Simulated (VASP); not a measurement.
# Al: relaxed cell and band gap, by functional

Al, Fm-3m (no. 225), 1 atom in the cell.

| Functional | Volume (Å³/atom) | Change from the starting volume (fraction) | Gap, path and mesh (eV) | Time (s) |
|---|---|---|---|---|
| TM (libxc) | 15.77 | -0.050 | 0.00 | 87 |
| tau-HCTH (libxc) | 15.28 | -0.080 | 0.00 | 26 |
| PKZB (libxc) | 16.12 | -0.029 | 0.00 | 69 |
| HLE17 (libxc) | 13.47 | -0.189 | 0.00 | 55 |
| mBEEF (libxc) | 16.02 | -0.035 | 0.00 | 49 |

## Input of the first row

INCAR.step1:
```
SYSTEM = Al
ALGO     = Normal         ! electronic algorithm
EDIFF    = 1E-5           ! SCF threshold, eV
ENCUT    = 600            ! plane-wave cutoff, eV
GGA      = PE             ! functional
GGA_COMPAT= .FALSE.      
ISIF     = 2              ! what is computed and relaxed
ISMEAR   = 1              ! smearing method
KPAR     = 2            
LASPH    = .TRUE.         ! aspherical terms in the spheres
LCHARG   = .FALSE.        ! write CHGCAR
LREAL    = .FALSE.        ! projectors in reciprocal space
LWAVE    = .TRUE.         ! write WAVECAR
NELM     = 150            ! most SCF steps
PREC     = Accurate       ! precision mode
SIGMA    = 0.1            ! smearing width, eV
```

INCAR.step2, as INCAR.step1 but for:
```
- EDIFF = 1E-5
- GGA = PE
- ISIF = 2
- LWAVE = .TRUE.
+ EDIFF = 1E-7
+ EDIFFG = -0.005
+ IBRION = 2
+ ISIF = 3
+ ISTART = 1
+ LIBXC1 = MGGA_X_TM
+ LIBXC2 = MGGA_C_TM
+ LMIXTAU = .TRUE.
+ LWAVE = .FALSE.
+ METAGGA = LIBXC
+ NSW = 60
```

INCAR.step3, as INCAR.step2 but for:
```
- ISTART = 1
- NSW = 60
+ NSW = 40
```

INCAR.step4, as INCAR.step3 but for:
```
- EDIFFG = -0.005
- IBRION = 2
- ISIF = 3
- NSW = 40
+ ISIF = 2
+ NBANDS = 8
```

KPOINTS:
```
k-points
0
Gamma
  11 11 11
```

KPOINTS_OPT:
```
path GXWKGLUWLK,UX
8
line-mode
reciprocal
 0.0000000000  0.0000000000  0.0000000000  G
 0.5000000000  0.0000000000  0.5000000000  X

 0.5000000000  0.0000000000  0.5000000000  X
 0.5000000000  0.2500000000  0.7500000000  W

 0.5000000000  0.2500000000  0.7500000000  W
 0.3750000000  0.3750000000  0.7500000000  K

 0.3750000000  0.3750000000  0.7500000000  K
 0.0000000000  0.0000000000  0.0000000000  G

 0.0000000000  0.0000000000  0.0000000000  G
 0.5000000000  0.5000000000  0.5000000000  L

 0.5000000000  0.5000000000  0.5000000000  L
 0.6250000000  0.2500000000  0.6250000000  U

 0.6250000000  0.2500000000  0.6250000000  U
 0.5000000000  0.2500000000  0.7500000000  W

 0.5000000000  0.2500000000  0.7500000000  W
 0.5000000000  0.5000000000  0.5000000000  L

 0.5000000000  0.5000000000  0.5000000000  L
 0.3750000000  0.3750000000  0.7500000000  K

 0.6250000000  0.2500000000  0.6250000000  U
 0.5000000000  0.0000000000  0.5000000000  X
```

POSCAR.step1:
```
Al
1.0
    0.0000000000      2.0248050000      2.0248050000
    2.0248050000      0.0000000000      2.0248050000
    2.0248050000      2.0248050000      0.0000000000
Al
1
Direct
    0.0000000000      0.0000000000      0.0000000000
```

Commands (each step's output is kept before the next begins):
```
cat potpaw_PBE.64/Al/POTCAR > POTCAR
cp INCAR.step1 INCAR
cp POSCAR.step1 POSCAR
mpirun -np 2 vasp_std > vasp.out
cp INCAR.step2 INCAR
mpirun -np 2 vasp_std > vasp.out
cp CONTCAR POSCAR
rm WAVECAR CHG
cp INCAR.step3 INCAR
mpirun -np 2 vasp_std > vasp.out
cp CONTCAR POSCAR
rm WAVECAR CHG
cp INCAR.step4 INCAR
mpirun -np 2 vasp_std > vasp.out
```

Changes of the last row against the first:
```
- LIBXC1 = MGGA_X_TM
- LIBXC2 = MGGA_C_TM
+ LIBXC1 = MGGA_X_MBEEF
+ LIBXC2 = GGA_C_PBE_SOL
```

VASP 6.6.1 took 87 s on 2 cores (Intel Xeon 6975P-C (Granite Rapids)), a shared host.
